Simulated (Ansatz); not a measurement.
**TiN: starts and ends of a spin-polarised SCF**

How much does the result for TiN depend on the starting moments? The same cell is run from several starts. The cell (4 atoms) is TiN in its deposited structure (space group Fm-3m, primitive cell doubled). Source: COD entry 1011099; the sample's temperature and pressure aren't taken into account.

Program: Ansatz 0.2.0. Level of theory: DFT PBE, PAW, plane waves, scalar-relativistic. These are calculated values, not measurements.

**1. The system as given**

The structure is cubic, space group Fm-3m (No. 225). Conventional cell: a = 4.244 Å, b = 4.244 Å, c = 4.244 Å, α = 90.00°, β = 90.00°, γ = 90.00°. Ti (site symmetry m-3m) is surrounded by 6 N at 2.12 Å. N (site symmetry m-3m) has 6 Ti at 2.12 Å as nearest neighbours.

As a file:

```cif
data_structure
_symmetry_space_group_name_H-M 'Fm-3m'
_symmetry_Int_Tables_number 225
_cell_length_a 4.2440
_cell_length_b 4.2440
_cell_length_c 4.2440
_cell_angle_alpha 90.000
_cell_angle_beta 90.000
_cell_angle_gamma 90.000
_cell_volume 76.44
loop_
_atom_site_label
_atom_site_type_symbol
_atom_site_symmetry_multiplicity
_atom_site_Wyckoff_symbol
_atom_site_fract_x
_atom_site_fract_y
_atom_site_fract_z
_atom_site_occupancy
Ti1 Ti 4 a 0.00000 0.00000 0.00000 1
N1 N 4 b 0.50000 0.00000 0.00000 1
```

Labels such as N4 number the atoms in the order of the input file.

The first starts: parallel moments, plain SCF; opposed moments +-, plain SCF; no spin polarisation; spin on, no moments given (the program may seed its own), plain SCF. What is tried next depends on their ends.

A plain SCF has the search for lower states switched off and ends at the first converged state. Ends within 0.2 meV/atom and 0.1 μB count as one state.

The total moment includes the space between the atomic spheres.

**2. Parallel moments, plain SCF**

input.yaml

```yaml
crystal:
  lattice:
    - [0.0, 4.244, 4.244]
    - [2.122, 0.0, 2.122]
    - [2.122, 2.122, 0.0]
  atoms:
    - { symbol: Ti, position: [0.0, 0.0, 0.0], spin: 1.0 }
    - { symbol: Ti, position: [0.5, 0.0, 0.0], spin: 1.0 }
    - { symbol: "N", position: [0.25, 0.5, 0.5] }
    - { symbol: "N", position: [0.75, 0.5, 0.5] }
magnetization:
  spin_polarized: true
hamiltonian:
  xc: pbe
  pseudopotentials: { kind: paw }
basis:
  ecutwfc: 420
kpoints:
  mp_grid: { grid: [5, 9, 9] }
scf:
  occupations: { method: fermi_dirac, width: 0.05 }
  lower_state_search: "off"
output:
  forces: true
  stress: true
```

On the command line:

```
$ ansatz run input.yaml --threads 2 --pin off --max-ram 5120MiB --backend cpu --events-out ev --progress --plain --runs-dir out
```

What it wrote:

```text
Warning: crystal.symmetry: narrowed to the stabiliser of the k-point mesh — unitary ops 24 → 8; excluded 16 operations that carry a point of the 5×9×9 mesh (shift [0, 0, 0]) off the mesh (the run samples exactly the mesh kpoints.mp_grid names, as under crystal.symmetry.detect: false, and its converged state has the mesh's symmetry, not the crystal's; ε∞, the Born charges and the force constants of a linear response (`dielectric:` by the response, `phonons.method: dfpt`) are averaged over those of the crystal's operations that the state keeps within a tolerance, where `mesh_tensors`, `unaveraged_element` or `gamma_mean_max_change_ev_ang2` stands beside them; a row that `dielectric.field_direction` solves alone is averaged likewise, with nothing beside; a Γ-centred mesh of equal divisions is mapped onto itself by every operation and keeps the whole group, as does a half-shifted one under kpoints.further_shifts: images)
Engine: ansatz 0.2.0, x86_64-unknown-linux-gnu
Pseudopotentials: kind: paw
Pseudopotential: Ti, paw, valence charge 12, recommended cutoff 420 eV (normal), Ti.paw.azcp
Pseudopotential: N, paw, valence charge 5, recommended cutoff 420 eV (normal), N.paw.azcp
Functional definition: PBE
  parameter kappa = 0.804
  parameter beta = 0.06672455060314922
  exchange = pbe_x(kappa = kappa, mu = beta*pi^2/3)
  correlation = pbe_c(beta = beta)
Crystal: 4 atoms, lattice volume = 38.220 Å³
Basis set: ecut = 420 eV, 707 PW (Γ), exchange–correlation on 90×48×48 points (8 copies of the dense FFT grid, shifted against one another)
Bands: 22, of which v1, the nominal top of the filled ones, is band 17 counted from 1 (16 counted from 0)
Symmetry: 8 space group operations
k-points: 115 of 405
Non-local potential: Ti, projectors of the file, l = 0: 3, l = 1: 2, l = 2: 3, l = 3: 1
Non-local potential: N, projectors of the file, l = 0: 2, l = 1: 2, l = 2: 1
PAW form: soft (Blöchl's): semilocal exchange-correlation on the pseudo side does not see the compensation charge
PAW one-centre angular grid: Ti, 590 points (default); XC on 64 Gauss nodes
PAW one-centre angular grid: N, 110 points (default); XC on 64 Gauss nodes
Initial density: superposition of atomic densities (chi_scale 0.1, normalization cell, long waves kept (reshape's long-wave potential 0.00 eV rms))
Starting moments: Σ|m| = 2 μB on 2 of 4 sites
Initial wavefunctions: pseudopotential atomic-orbital guess
Functional: x = pbe(κ = 0.804, μ = 0.2195149727645171), c = pbe(β = 0.06672455060314922)
SCF iter   1: F=—  HF=-5774.424369 eV  |F-HF|=—  |Δ(HF+E_count)|=         —  Δρ=7.40e-2 (↑7.40e-2 ↓4.89e-2)  dr2=2.82e0  dr2_m=8.63e-1  M=0.500 μB ∫|m|=0.615 μB  β_m=0.30  ethr=3.10e-3  ⟨swp⟩=4.3  Hψ=19264  notcnv=0
preconditioner: auto → Kerker (q_TF=auto, 2.676 Å⁻¹)  [metal: Δε(μ)=0.015 eV  Ē_g=9.323 eV  σ=0.050 eV  W_gap=0.07  n_scr=16 (ndim 8)  ℏωp=25.5 eV  f_vac=0.000  D(μ)=1.38/eV (n_scr^D=8)]
spin=Collinear: Kerker preconditioning applied to the charge; magnetization (m = ρ↑ − ρ↓) channel mixes plain (no charge-response kernel on spin).
SCF iter   2: F=—  HF=-5774.099274 eV  |F-HF|=—  |Δ(HF+E_count)|=   3.25e-1  Δρ=4.48e-2 (↑4.48e-2 ↓3.66e-2)  dr2=5.33e-1  dr2_m=4.71e-1  M=0.423 μB ∫|m|=0.540 μB  β_m=0.30  ethr=3.10e-3  ⟨swp⟩=2.4  Hψ=8919  notcnv=0  defer=29
SCF iter   3: F=—  HF=-5774.108087 eV  |F-HF|=—  |Δ(HF+E_count)|=   8.81e-3  Δρ=3.20e-2 (↑2.82e-2 ↓3.20e-2)  dr2=7.76e-2  dr2_m=2.75e-1  M=0.336 μB ∫|m|=0.451 μB  β_m=0.30  ethr=1.57e-3  ⟨swp⟩=2.0  Hψ=7878  notcnv=0  defer=29
SCF iter   4: F=—  HF=-5774.159877 eV  |F-HF|=—  |Δ(HF+E_count)|=   5.18e-2  Δρ=2.37e-2 (↑2.37e-2 ↓2.05e-2)  dr2=1.39e-2  dr2_m=1.69e-1  M=0.268 μB ∫|m|=0.365 μB  β_m=0.30  ethr=2.28e-4  ⟨swp⟩=3.0  Hψ=11201  notcnv=0  defer=16
SCF iter   5: F=—  HF=-5774.183355 eV  |F-HF|=—  |Δ(HF+E_count)|=   2.35e-2  Δρ=1.71e-2 (↑1.71e-2 ↓1.70e-2)  dr2=5.56e-4  dr2_m=1.01e-1  M=0.216 μB ∫|m|=0.301 μB  β_m=0.30  ethr=4.08e-5  ⟨swp⟩=2.0  Hψ=7921  notcnv=0  defer=16
SCF iter   6: F=—  HF=-5774.199402 eV  |F-HF|=—  |Δ(HF+E_count)|=   1.60e-2  Δρ=1.34e-2 (↑1.33e-2 ↓1.34e-2)  dr2=1.95e-4  dr2_m=6.22e-2  M=0.173 μB ∫|m|=0.247 μB  β_m=0.30  ethr=1.63e-6  ⟨swp⟩=2.5  Hψ=10338  notcnv=0  defer=16
SCF iter   7: F=—  HF=-5774.209376 eV  |F-HF|=—  |Δ(HF+E_count)|=   9.97e-3  Δρ=1.06e-2 (↑1.03e-2 ↓1.06e-2)  dr2=6.17e-5  dr2_m=3.83e-2  M=0.139 μB ∫|m|=0.202 μB  β_m=0.30  ethr=5.74e-7  ⟨swp⟩=2.1  Hψ=8719  notcnv=0  defer=16
Mixer restart at iter 7: flushing history
spin-set hold released at iteration 7 (site moments contracting): the magnetisation degrees of freedom join the quasi-Newton model from the next iteration; the mixer history was flushed
SCF iter   8: F=—  HF=-5774.215648 eV  |F-HF|=—  |Δ(HF+E_count)|=   6.27e-3  Δρ=8.26e-3 (↑8.20e-3 ↓8.26e-3)  dr2=1.20e-5  dr2_m=2.37e-2  M=0.112 μB ∫|m|=0.165 μB  β_m=0.59  ethr=1.82e-7  ⟨swp⟩=2.4  Hψ=9217  notcnv=0  defer=16
SCF iter   9: F=—  HF=-5774.226658 eV  |F-HF|=—  |Δ(HF+E_count)|=   1.10e-2  Δρ=1.26e-3 (↑8.29e-4 ↓1.26e-3)  dr2=1.08e-4  dr2_m=3.73e-4  M=0.019 μB ∫|m|=0.035 μB  β_m=0.72  ethr=3.54e-8  ⟨swp⟩=3.1  Hψ=11665  notcnv=0  defer=16
SCF iter  10: F=—  HF=-5774.226989 eV  |F-HF|=—  |Δ(HF+E_count)|=   3.31e-4  Δρ=4.65e-4 (↑4.65e-4 ↓2.16e-4)  dr2=4.48e-5  dr2_m=3.59e-5  M=0.006 μB ∫|m|=0.012 μB  β_m=0.79  ethr=3.54e-8  ⟨swp⟩=2.5  Hψ=9733  notcnv=0  defer=16
SCF iter  11: F=—  HF=-5774.227025 eV  |F-HF|=—  |Δ(HF+E_count)|=   3.59e-5  Δρ=2.07e-4 (↑8.59e-5 ↓2.07e-4)  dr2=8.81e-6  dr2_m=6.79e-6  M=0.002 μB ∫|m|=0.005 μB  β_m=0.88  ethr=3.54e-8  ⟨swp⟩=2.2  Hψ=8982  notcnv=0  defer=16
SCF iter  12: F=—  HF=-5774.227033 eV  |F-HF|=—  |Δ(HF+E_count)|=   7.68e-6  Δρ=3.81e-5 (↑1.92e-5 ↓3.81e-5)  dr2=1.84e-7  dr2_m=2.76e-7  M=0.000 μB ∫|m|=0.001 μB  β_m=0.94  ethr=2.59e-8  ⟨swp⟩=2.4  Hψ=8032  notcnv=0  defer=16
iter 13 did not close the SCF: its close was put off for a magnetic moment that had not settled (scf_convergence_deferred on its scf_iter line)
SCF iter  13: F=-5774.227033 eV  HF=-5774.227033 eV  |F-HF|=6.25e-10  |Δ(HF+E_count)|=   3.19e-7  Δρ=3.30e-6 (↑2.19e-6 ↓3.30e-6)  dr2=9.14e-10  dr2_m=2.52e-9  M=0.000 μB ∫|m|=0.000 μB  β_m=0.97  ethr=2.94e-10  ⟨swp⟩=4.1  Hψ=15483  notcnv=0
SCF iter  14: F=-5774.227033 eV  HF=-5774.227033 eV  |F-HF|=6.37e-12  |Δ(HF+E_count)|=   1.96e-9  Δρ=2.18e-7 (↑1.46e-7 ↓2.18e-7)  dr2=1.78e-11  dr2_m=7.95e-12  M=-0.000 μB ∫|m|=0.000 μB  ethr=2.69e-12  ⟨swp⟩=1.0  Hψ=14346  notcnv=0
WARN: the starting moments were not kept: the SCF closed with an absolute magnetisation of 3.3e-6 μB, where they sum to 2 μB in size (2 sites). That is at most 0.1 of that sum. Measured as dr2_m measures the in/out step, that magnetisation stands 1.7e-12 eV from none, at or under the dr2_threshold of 1.0e-7 eV: it is no larger than a step whose dr2_m would equal this threshold. The system may hold no moment; this SCF shows only that its start led to no more than that. To try another start: raise the starting moments (crystal.atoms[].spin, magnetization.per_species, magnetization.initial_magnetization, or on a non-collinear deck that types none of these the spinor_matrix: blocks that start its atoms; where the total moment is fixed, keep their sum and leave initial_magnetization as it is; typed ones take the place of any that the run laid by itself, positive ones on a crystal's lanthanoids without a Hubbard term where scf.initial_density.shell_occupations: [] is typed) or, if the notice of its spin-set hold's release reads "site moments contracting" or "site moments show no strong build", lengthen the hold (scf.mixing.spin_hold: { on: { confirm: 4 } }; for m-r²SCAN on two components see the key's manual first). Each may lead to a state that holds a moment. A second SCF, from the converged charge density, with the starting moments and any scf.initial_density.shell_occupations laid on it anew, would have followed, and was not run: the deck does not ask for one (magnetization.retry_lost_moments is false, the default). To let it run, set magnetization.retry_lost_moments: true and run the deck again, where that key's refused combinations let it; where memory then withholds it, that run's warning says so.
SCF 1 converged in 14 iterations: F = -5774.227033 eV  dr2 = 1.78e-11
SCF converged after 14 iterations
Magnetization: -0.0000 μB (17.0000 up, 17.0000 down)
Absolute magnetization: 0.0000 μB (∫|ρ↑−ρ↓|, with the PAW one-centre terms)
Spin contamination: 0.0000 ħ² per cell (⟨S²⟩ above its minimum at these occupations)
Per-site moments (μB) at R_I (Å): [(-5.83235591357871e-7, 0.875325), (-5.832355913872962e-7, 0.875325), (-3.9581608177764176e-7, 0.875325), (-3.958160817836128e-7, 0.875325)]
Free energy (F): -5774.227033 eV
Harris-Foulkes:  -5774.227033 eV  (|F-HF|=6.37e-12)
Internal energy: -5774.214298 eV  (E = F + TS)
E sigma→0 (E₀):  -5774.220666 eV
Entropy (-TS):   -0.012735 eV (-3.184 meV/atom)
Fermi energy:    17.107965 eV
--- Per-component energies (eV) ---
  E_band       = -184.968716
  E_kinetic    = 812.919462
  E_local      = -1578.444494  (includes V_loc(G=0)·N_el)
  E_nonlocal   = 102.536176
  E_hartree    = 629.100919
  E_xc         = -319.616452
  E_vxc        = -402.920871  (∫ρ·V_xc dr)
  E_paw        = -2348.029449  (= ΣΔE_a)
  E_vpaw       = -377.261236  (= ΣTr[D̂ρ^β])
  E_aug_tail   = 0.000432  (compensation charges beyond the density's cutoff)
  E_ewald      = -3072.680893
  E_smearing   = -0.012735  (= −TS)
  E_closure    = 0.000000  (closes the sum)
  Σ components = -5774.227033   (vs F -5774.227033, Δ=0.00e0)
--- Forces (eV/Å), atoms counted from 1 ---
  atom   1  Ti     0.00000000    -0.00000000     0.00000000
  atom   2  Ti     0.00000000    -0.00000000    -0.00000000
  atom   3  N      0.00000000     0.00000000     0.00000000
  atom   4  N      0.00000000     0.00000000     0.00000000
  max |Σ_I F_I| component: 1.42e-29 eV/Å
--- Stress (GPa, compression-positive) ---
       -0.049770       0.078626       0.078626
        0.078626       0.853185      -0.311711
        0.078626      -0.311711       0.853185
  P = ⅓ Tr σ = 0.5522 GPa (5.522 kbar)
```

It took 12 s on 2 threads of Intel Xeon Platinum 8259CL at 2.50GHz (Skylake/Cascade Lake), shared host; peak memory 0.49 GiB.

End: non-magnetic, no gap on the k-mesh.

**3. Opposed moments +-, plain SCF**

Changes to input.yaml since step 2:

```diff
@@ -7,3 +7,3 @@
     - { symbol: Ti, position: [0.0, 0.0, 0.0], spin: 1.0 }
-    - { symbol: Ti, position: [0.5, 0.0, 0.0], spin: 1.0 }
+    - { symbol: Ti, position: [0.5, 0.0, 0.0], spin: -1.0 }
     - { symbol: "N", position: [0.25, 0.5, 0.5] }
```

On the command line:

```
$ ansatz run input.yaml --threads 2 --pin off --max-ram 5120MiB --backend cpu --events-out ev --progress --plain --runs-dir out
```

What it wrote:

```text
Warning: crystal.symmetry: narrowed to the stabiliser of the k-point mesh — unitary ops 12 → 4; excluded 8 operations that carry a point of the 5×9×9 mesh (shift [0, 0, 0]) off the mesh (the run samples exactly the mesh kpoints.mp_grid names, as under crystal.symmetry.detect: false, and its converged state has the mesh's symmetry, not the crystal's; ε∞, the Born charges and the force constants of a linear response (`dielectric:` by the response, `phonons.method: dfpt`) are averaged over those of the crystal's operations that the state keeps within a tolerance, where `mesh_tensors`, `unaveraged_element` or `gamma_mean_max_change_ev_ang2` stands beside them; a row that `dielectric.field_direction` solves alone is averaged likewise, with nothing beside; a Γ-centred mesh of equal divisions is mapped onto itself by every operation and keeps the whole group, as does a half-shifted one under kpoints.further_shifts: images)
[... 12 lines as in an earlier run ...]
Symmetry: 4 space group operations
[... 7 lines as in an earlier run ...]
Starting moments: Σ|m| = 2 μB on 2 of 4 sites
[... 2 lines as in an earlier run ...]
the translation (0.5, 0, 0) carries every atom to within crystal.symmetry.tolerance of an atom of its element with the starting moment reversed, but both spin channels are solved: the dense FFT box has an odd point count along it
SCF iter   1: F=—  HF=-5774.454853 eV  |F-HF|=—  |Δ(HF+E_count)|=         —  Δρ=6.02e-2 (↑6.02e-2 ↓6.02e-2)  dr2=2.76e0  dr2_m=7.65e-1  M=-0.000 μB ∫|m|=0.653 μB  β_m=0.30  ethr=3.10e-3  ⟨swp⟩=4.3  Hψ=18772  notcnv=0
preconditioner: auto → Kerker (q_TF=auto, 2.676 Å⁻¹)  [metal: Δε(μ)=0.010 eV  Ē_g=9.301 eV  σ=0.050 eV  W_gap=0.05  n_scr=16 (ndim 8)  ℏωp=25.5 eV  f_vac=0.000  D(μ)=1.72/eV (n_scr^D=16)]
[... 1 line as in an earlier run ...]
SCF iter   2: F=—  HF=-5774.124247 eV  |F-HF|=—  |Δ(HF+E_count)|=   3.31e-1  Δρ=3.89e-2 (↑3.89e-2 ↓3.89e-2)  dr2=5.31e-1  dr2_m=4.15e-1  M=-0.000 μB ∫|m|=0.592 μB  β_m=0.30  ethr=3.10e-3  ⟨swp⟩=2.5  Hψ=9060  notcnv=0  defer=16
SCF iter   3: F=—  HF=-5774.121826 eV  |F-HF|=—  |Δ(HF+E_count)|=   2.42e-3  Δρ=2.81e-2 (↑2.81e-2 ↓2.81e-2)  dr2=7.68e-2  dr2_m=2.34e-1  M=-0.000 μB ∫|m|=0.527 μB  β_m=0.30  ethr=1.56e-3  ⟨swp⟩=2.2  Hψ=7892  notcnv=0  defer=16
SCF iter   4: F=—  HF=-5774.165321 eV  |F-HF|=—  |Δ(HF+E_count)|=   4.35e-2  Δρ=2.06e-2 (↑2.06e-2 ↓2.06e-2)  dr2=9.44e-3  dr2_m=1.46e-1  M=0.000 μB ∫|m|=0.447 μB  β_m=0.30  ethr=2.26e-4  ⟨swp⟩=3.1  Hψ=11594  notcnv=0  defer=14
SCF iter   5: F=—  HF=-5774.185359 eV  |F-HF|=—  |Δ(HF+E_count)|=   2.00e-2  Δρ=1.60e-2 (↑1.60e-2 ↓1.60e-2)  dr2=5.23e-4  dr2_m=8.96e-2  M=-0.000 μB ∫|m|=0.387 μB  β_m=0.30  ethr=2.78e-5  ⟨swp⟩=2.1  Hψ=8300  notcnv=0  defer=14
SCF iter   6: F=—  HF=-5774.199040 eV  |F-HF|=—  |Δ(HF+E_count)|=   1.37e-2  Δρ=1.27e-2 (↑1.27e-2 ↓1.27e-2)  dr2=1.52e-4  dr2_m=5.66e-2  M=0.000 μB ∫|m|=0.332 μB  β_m=0.30  ethr=1.54e-6  ⟨swp⟩=2.1  Hψ=9946  notcnv=0  defer=14
SCF iter   7: F=—  HF=-5774.207800 eV  |F-HF|=—  |Δ(HF+E_count)|=   8.76e-3  Δρ=1.02e-2 (↑1.02e-2 ↓1.02e-2)  dr2=3.66e-5  dr2_m=3.63e-2  M=-0.000 μB ∫|m|=0.285 μB  β_m=0.30  ethr=4.47e-7  ⟨swp⟩=2.1  Hψ=9158  notcnv=0  defer=14
SCF iter   8: F=—  HF=-5774.213592 eV  |F-HF|=—  |Δ(HF+E_count)|=   5.79e-3  Δρ=8.22e-3 (↑8.22e-3 ↓8.22e-3)  dr2=2.91e-6  dr2_m=2.37e-2  M=0.000 μB ∫|m|=0.245 μB  β_m=0.30  ethr=1.08e-7  ⟨swp⟩=2.7  Hψ=9582  notcnv=0  defer=14
Mixer restart at iter 8: flushing history
spin-set hold released at iteration 8 (site moments contracting): the magnetisation degrees of freedom join the quasi-Newton model from the next iteration; the mixer history was flushed
SCF iter   9: F=—  HF=-5774.217514 eV  |F-HF|=—  |Δ(HF+E_count)|=   3.92e-3  Δρ=6.68e-3 (↑6.68e-3 ↓6.68e-3)  dr2=3.68e-6  dr2_m=1.56e-2  M=0.000 μB ∫|m|=0.210 μB  β_m=0.50  ethr=8.55e-9  ⟨swp⟩=3.0  Hψ=10590  notcnv=0  defer=14
SCF iter  10: F=—  HF=-5774.225740 eV  |F-HF|=—  |Δ(HF+E_count)|=   8.23e-3  Δρ=1.88e-3 (↑1.88e-3 ↓1.88e-3)  dr2=1.39e-6  dr2_m=1.24e-3  M=0.000 μB ∫|m|=0.082 μB  β_m=0.82  ethr=8.55e-9  ⟨swp⟩=4.8  Hψ=16419  notcnv=0  defer=14
SCF iter  11: F=—  HF=-5774.226950 eV  |F-HF|=—  |Δ(HF+E_count)|=   1.21e-3  Δρ=3.22e-4 (↑3.22e-4 ↓3.16e-4)  dr2=2.48e-6  dr2_m=3.51e-5  M=-0.000 μB ∫|m|=0.020 μB  β_m=0.91  ethr=4.08e-9  ⟨swp⟩=4.1  Hψ=13305  notcnv=0  defer=12
SCF iter  12: F=—  HF=-5774.227035 eV  |F-HF|=—  |Δ(HF+E_count)|=   8.54e-5  Δρ=9.67e-5 (↑9.02e-5 ↓9.67e-5)  dr2=1.25e-5  dr2_m=2.78e-7  M=0.000 μB ∫|m|=0.002 μB  β_m=0.71  ethr=4.08e-9  ⟨swp⟩=3.1  Hψ=10751  notcnv=0  defer=12
[... 3 lines left out ...]
SCF iter  15: F=-5774.227033 eV  HF=-5774.227033 eV  |F-HF|=2.55e-9  |Δ(HF+E_count)|=   3.10e-8  Δρ=2.90e-6 (↑2.90e-6 ↓2.14e-6)  dr2=5.12e-9  dr2_m=1.58e-9  M=-0.000 μB ∫|m|=0.000 μB  β_m=0.91  ethr=2.94e-10  ⟨swp⟩=2.1  Hψ=16348  notcnv=0
iter 16 did not close the SCF: its close was put off for a magnetic moment that had not settled (scf_convergence_deferred on its scf_iter line)
SCF iter  16: F=-5774.227033 eV  HF=-5774.227033 eV  |F-HF|=6.64e-11  |Δ(HF+E_count)|=   2.70e-9  Δρ=5.28e-7 (↑4.75e-7 ↓5.28e-7)  dr2=5.01e-11  dr2_m=7.60e-11  M=-0.000 μB ∫|m|=0.000 μB  β_m=0.96  ethr=1.51e-11  ⟨swp⟩=1.0  Hψ=14189  notcnv=0
SCF iter  17: F=-5774.227033 eV  HF=-5774.227033 eV  |F-HF|=2.73e-12  |Δ(HF+E_count)|=  1.47e-10  Δρ=9.47e-8 (↑9.47e-8 ↓9.05e-8)  dr2=4.29e-12  dr2_m=1.77e-12  M=-0.000 μB ∫|m|=0.000 μB  ethr=1.00e-12  ⟨swp⟩=1.0  Hψ=14650  notcnv=0
WARN: the starting moments were not kept: the SCF closed with an absolute magnetisation of 1.7e-6 μB, where they sum to 2 μB in size (2 sites). That is at most 0.1 of that sum. Measured as dr2_m measures the in/out step, that magnetisation stands 8.6e-13 eV from none, at or under the dr2_threshold of 1.0e-7 eV: it is no larger than a step whose dr2_m would equal this threshold. The system may hold no moment; this SCF shows only that its start led to no more than that. To try another start: raise the starting moments (crystal.atoms[].spin, magnetization.per_species, magnetization.initial_magnetization, or on a non-collinear deck that types none of these the spinor_matrix: blocks that start its atoms; where the total moment is fixed, keep their sum and leave initial_magnetization as it is; typed ones take the place of any that the run laid by itself, positive ones on a crystal's lanthanoids without a Hubbard term where scf.initial_density.shell_occupations: [] is typed) or, if the notice of its spin-set hold's release reads "site moments contracting" or "site moments show no strong build", lengthen the hold (scf.mixing.spin_hold: { on: { confirm: 4 } }; for m-r²SCAN on two components see the key's manual first). Each may lead to a state that holds a moment. A second SCF, from the converged charge density, with the starting moments and any scf.initial_density.shell_occupations laid on it anew, would have followed, and was not run: the deck does not ask for one (magnetization.retry_lost_moments is false, the default). To let it run, set magnetization.retry_lost_moments: true and run the deck again, where that key's refused combinations let it; where memory then withholds it, that run's warning says so.
SCF 1 converged in 17 iterations: F = -5774.227033 eV  dr2 = 4.29e-12
SCF converged after 17 iterations
Magnetization: -0.0000 μB (17.0000 up, 17.0000 down)
Absolute magnetization: 0.0000 μB (∫|ρ↑−ρ↓|, with the PAW one-centre terms)
Spin contamination: 0.0000 ħ² per cell (⟨S²⟩ above its minimum at these occupations)
Per-site moments (μB) at R_I (Å): [(-4.736250414682546e-7, 0.875325), (4.631358552617625e-7, 0.875325), (5.736274655950279e-9, 0.875325), (5.736274661488152e-9, 0.875325)]
Free energy (F): -5774.227033 eV
Harris-Foulkes:  -5774.227033 eV  (|F-HF|=2.73e-12)
Internal energy: -5774.214298 eV  (E = F + TS)
E sigma→0 (E₀):  -5774.220666 eV
Entropy (-TS):   -0.012735 eV (-3.184 meV/atom)
Fermi energy:    17.107964 eV
[... 26 lines left out: energy terms, forces, stress ...]
```

It took 14 s on 2 threads of Intel Xeon Platinum 8259CL at 2.50GHz (Skylake/Cascade Lake), shared host; peak memory 0.51 GiB.

This is the state of step 2 again (non-magnetic), after 17 iterations.

(Part 1 of 2 ends here.)
